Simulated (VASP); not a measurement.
# C (P6_3/mmc) in VASP: further runs, part 2 of 2

VASP 6.6.1. The steps go on from the part before.

## (3) Electric field gradients, r2SCAN

The COD entry that gives the cell may itself be a prediction, so a difference from it is no test against experiment.

POSCAR reads:

```
C
1.0
    2.5221000000      0.0000000000      0.0000000000
   -1.2610500000      2.1842026709      0.0000000000
    0.0000000000      0.0000000000     16.4743000000
C
16
Direct
    0.0000000000      0.0000000000      0.0467224833
    0.0000000000      0.0000000000      0.5467224833
    0.0000000000      0.0000000000      0.4532775167
    0.0000000000      0.0000000000      0.9532775167
    0.3333333333      0.6666666667      0.0778583723
    0.6666666667      0.3333333333      0.5778583723
    0.3333333333      0.6666666667      0.4221416277
    0.6666666667      0.3333333333      0.9221416277
    0.3333333333      0.6666666667      0.1712256118
    0.6666666667      0.3333333333      0.6712256118
    0.3333333333      0.6666666667      0.3287743882
    0.6666666667      0.3333333333      0.8287743882
    0.3333333333      0.6666666667      0.7974264217
    0.6666666667      0.3333333333      0.2974264217
    0.3333333333      0.6666666667      0.7025735783
    0.6666666667      0.3333333333      0.2025735783
```

INCAR.step1 reads:

```
  ALGO = Normal
  EDIFF = 1E-4
  ENCUT = 520
  GGA = PE
  ISMEAR = -1
  LASPH = True
  LCHARG = False
  LREAL = Auto
  LWAVE = True
  NBANDS = 46
  NELM = 80
  PREC = Accurate
  SIGMA = 0.05
```

INCAR.step2 reads:

```
  ALGO = Normal
  EDIFF = 1E-8
  ENCUT = 520
  ISIF = 2
  ISMEAR = -1
  ISTART = 1
  LASPH = True
  LCHARG = False
  LEFG = True
  LMIXTAU = True
  LREAL = Auto
  LWAVE = False
  METAGGA = R2SCAN
  NBANDS = 46
  NELM = 80
  PREC = Accurate
  SIGMA = 0.05
```

KPOINTS reads:

```
k-points
0
Gamma
  15 15 2
```

Potentials or basis: VASP PAW PBE potentials, release 64 (C).

Launch:

```bash
> cat potpaw_PBE.64/C/POTCAR > POTCAR
> cp INCAR.step1 INCAR
> mpirun -np 1 vasp_std > vasp.out
> cp INCAR.step2 INCAR
> mpirun -np 1 vasp_std > vasp.out
```

OUTCAR:

```text
EDIFF = 1E-8
   ENCUT = 520
   ISIF = 2
   ISMEAR = -1
   ISTART = 1
   LASPH = True
   LREAL = Auto
   METAGGA = R2SCAN
   NELM = 80
   PREC = Accurate

 ion  position               nearest neighbor table
   1  0.000  0.000  0.047-   4 1.54   5 1.54   5 1.54   5 1.54
   2  0.000  0.000  0.547-   3 1.54   6 1.54   6 1.54   6 1.54
   3  0.000  0.000  0.453-   2 1.54   7 1.54   7 1.54   7 1.54
   4  0.000  0.000  0.953-   1 1.54   8 1.54   8 1.54   8 1.54
   5  0.333  0.667  0.078-   9 1.54   1 1.54   1 1.54   1 1.54
   6  0.667  0.333  0.578-  10 1.54   2 1.54   2 1.54   2 1.54
[... 8 lines left out ...]
  15  0.333  0.667  0.703-  10 1.55  10 1.55  10 1.55  13 1.56
  16  0.667  0.333  0.203-   9 1.55   9 1.55   9 1.55  14 1.56

  LATTYP: Found a hexagonal cell.
 ALAT       =     2.5221000000
 C/A-ratio  =     6.5319773205

  Lattice vectors:

 A1 = (   2.5221000000,   0.0000000000,   0.0000000000)
 A2 = (  -1.2610500000,   2.1842026709,   0.0000000000)
 A3 = (   0.0000000000,   0.0000000000,  16.4743000000)

Analysis of symmetry for initial positions (statically):
=====================================================================
 Subroutine PRICEL returns:
 Original cell was already a primitive cell.

 Routine SETGRP: Setting up the symmetry group for a
 hexagonal supercell.

 Subroutine GETGRP returns: Found 24 space group operations
 (whereof 12 operations were pure point group operations)
 out of a pool of 24 trial point group operations.

The static configuration has the point symmetry D_3d.
 The point group associated with its full space group is D_6h.

[... 1340 lines left out ...]
 -----------------------------------------------------------------------------
  energy-cutoff  :      520.00
  volume of cell :       90.75
      direct lattice vectors                 reciprocal lattice vectors
     2.522100000  0.000000000  0.000000000     0.396494984  0.228916486  0.000000000
    -1.261050000  2.184202671  0.000000000     0.000000000  0.457832972  0.000000000
     0.000000000  0.000000000 16.474300000     0.000000000  0.000000000  0.060700606

 POSITION                                       TOTAL-FORCE (eV/Angst)
 -----------------------------------------------------------------------------------
      0.00000      0.00000      0.76972         0.000000     -0.000000     -0.013786
      0.00000      0.00000      9.00687        -0.000000     -0.000000     -0.013786
      0.00000      0.00000      7.46743         0.000000     -0.000000      0.013786
      0.00000      0.00000     15.70458        -0.000000      0.000000      0.013786
     -0.00000      1.45614      1.28266         0.000000     -0.000000      0.007540
      1.26105      0.72807      9.51981        -0.000000     -0.000000      0.007540
[... 8 lines left out ...]
     -0.00000      1.45614     11.57441         0.000000     -0.000000     -0.005438
      1.26105      0.72807      3.33726        -0.000000      0.000000     -0.005438
 -----------------------------------------------------------------------------------
    total drift:                                0.000000     -0.000000      0.000000

  FREE ENERGIE OF THE ION-ELECTRON SYSTEM (eV)
  ---------------------------------------------------
  free  energy   TOTEN  =      -157.1793775451 eV

  energy  without entropy=     -157.1793775450  energy(sigma->0) =     -157.17937755

 Electric field gradients (V/A^2)
---------------------------------------------------------------------
 ion       V_xx      V_yy      V_zz      V_xy      V_xz      V_yz
---------------------------------------------------------------------
   1       0.236     0.236    -0.472     0.000     0.000    -0.000
   2       0.236     0.236    -0.472     0.000    -0.000     0.000
   3       0.236     0.236    -0.472     0.000    -0.000     0.000
   4       0.236     0.236    -0.472     0.000     0.000    -0.000
   5       0.178     0.178    -0.356    -0.000     0.000    -0.000
   6       0.178     0.178    -0.356    -0.000    -0.000     0.000
[... 8 lines left out ...]
  15      -1.276    -1.276     2.552    -0.000    -0.000     0.000
  16      -1.276    -1.276     2.552    -0.000     0.000    -0.000
---------------------------------------------------------------------

 Electric field gradients after diagonalization (V/A^2)
 (convention: |V_zz| > |V_xx| > |V_yy|)
----------------------------------------------------------------------
 ion       V_xx      V_yy      V_zz     asymmetry (V_yy - V_xx)/ V_zz
----------------------------------------------------------------------
   1       0.236     0.236    -0.472       0.001
   2       0.236     0.236    -0.472       0.001
   3       0.236     0.236    -0.472       0.001
   4       0.236     0.236    -0.472       0.001
   5       0.178     0.177    -0.356       0.003
   6       0.178     0.177    -0.356       0.003
[... 8 lines left out ...]
  15      -1.276    -1.275     2.552       0.000
  16      -1.276    -1.275     2.552       0.000
----------------------------------------------------------------------

           NMR quadrupolar parameters

 Cq : quadrupolar parameter    Cq=e*Q*V_zz/h
 eta: asymmetry parameters     (V_yy - V_xx)/ V_zz
 Q  : nuclear electric quadrupole moment in mb (millibarn)
----------------------------------------------------------------------
 ion       Cq(MHz)       eta       Q (mb)
----------------------------------------------------------------------
   1      -0.001       0.001       1.000
   2      -0.001       0.001       1.000
   3      -0.001       0.001       1.000
   4      -0.001       0.001       1.000
   5      -0.001       0.003       1.000
   6      -0.001       0.003       1.000
[... 8 lines left out ...]
  15       0.006       0.000       1.000
  16       0.006       0.000       1.000
----------------------------------------------------------------------
```

OUTCAR.step1:

```text
EDIFF = 1E-4
   ENCUT = 520
   GGA = PE
   ISMEAR = -1
   LASPH = True
   LREAL = Auto
   NELM = 80
[... 1399 lines left out ...]
     -0.00000      1.45614      1.28266         0.000000      0.000000      0.000972
      1.26105      0.72807      9.51981        -0.000000     -0.000000      0.000972
[... 8 lines left out ...]
     -0.00000      1.45614     11.57441         0.000000     -0.000000      0.006614
      1.26105      0.72807      3.33726        -0.000000      0.000000      0.006614
 -----------------------------------------------------------------------------------
    total drift:                                0.000000     -0.000000      0.000000

  FREE ENERGIE OF THE ION-ELECTRON SYSTEM (eV)
  ---------------------------------------------------
  free  energy   TOTEN  =      -145.4125182260 eV

  energy  without entropy=     -145.4125182260  energy(sigma->0) =     -145.41251823
```

OSZICAR.step1:

```text
N       E                     dE             d eps       ncg     rms          rms(c)
DAV:   1     0.169969295129E+03    0.16997E+03   -0.33767E+04  4968   0.136E+03
DAV:   2    -0.137836682328E+03   -0.30781E+03   -0.29139E+03  6376   0.261E+02
DAV:   3    -0.150329810786E+03   -0.12493E+02   -0.12397E+02  6466   0.486E+01
DAV:   4    -0.150523147081E+03   -0.19334E+00   -0.19263E+00  6520   0.610E+00
DAV:   5    -0.150527445097E+03   -0.42980E-02   -0.42929E-02  6274   0.875E-01    0.157E+01
DAV:   6    -0.146689856284E+03    0.38376E+01   -0.25901E+00  5830   0.676E+00    0.937E+00
DAV:   7    -0.145410022689E+03    0.12798E+01   -0.33108E+00  5744   0.786E+00    0.194E+00
DAV:   8    -0.145412099987E+03   -0.20773E-02   -0.94627E-02  6292   0.129E+00    0.109E-01
DAV:   9    -0.145412431073E+03   -0.33109E-03   -0.15932E-03  6402   0.199E-01    0.428E-02
DAV:  10    -0.145412518226E+03   -0.87153E-04   -0.90197E-05  4390   0.504E-02
   1 F= -.14541252E+03 E0= -.14541252E+03  d E =-.526186E-10
```

Wall time 14 min (1 thread of AMD EPYC 9R45 (Zen 5), shared host); peak memory 0.27 GiB.

Results:

- Free energy: -157.1794 eV
- Pressure: -1.0 GPa
- Largest force: 0.014 eV/Å
- Band gap on the k mesh: 4.59 eV, indirect (least direct gap 5.62 eV)

Forces on the atoms (eV/Å):
```
C    0.000  0.000 -0.014
C    0.000  0.000 -0.014
C    0.000  0.000  0.014
C    0.000  0.000  0.014
C    0.000  0.000  0.008
C    0.000  0.000  0.008
C    0.000  0.000 -0.008
C    0.000  0.000 -0.008
C    0.000  0.000 -0.009
C    0.000  0.000 -0.009
C    0.000  0.000  0.009
C    0.000  0.000  0.009
C    0.000  0.000  0.005
C    0.000  0.000  0.005
C    0.000  0.000 -0.005
C    0.000  0.000 -0.005
```

Stress tensor (GPa, compression positive):
```
-3.08  0.00  0.00
 0.00 -3.08  0.00
 0.00  0.00  3.09
```

Electric field gradients, principal values (V/Å²):
```
atom     Vxx     Vyy     Vzz
 1 C   0.236   0.236  -0.472
 2 C   0.236   0.236  -0.472
 3 C   0.236   0.236  -0.472
 4 C   0.236   0.236  -0.472
 5 C   0.177   0.178  -0.356
 6 C   0.177   0.178  -0.356
 7 C   0.177   0.178  -0.356
 8 C   0.177   0.178  -0.356
 9 C   0.299   0.300  -0.599
10 C   0.299   0.300  -0.599
11 C   0.299   0.300  -0.599
12 C   0.299   0.300  -0.599
13 C  -1.275  -1.276   2.552
14 C  -1.275  -1.276   2.552
15 C  -1.275  -1.276   2.552
16 C  -1.275  -1.276   2.552
```

Caveat: the PAW data sets were made with another functional, which shifts forces and pressure a little; an odd mesh through Γ misses points on the zone boundary, where band edges often lie.
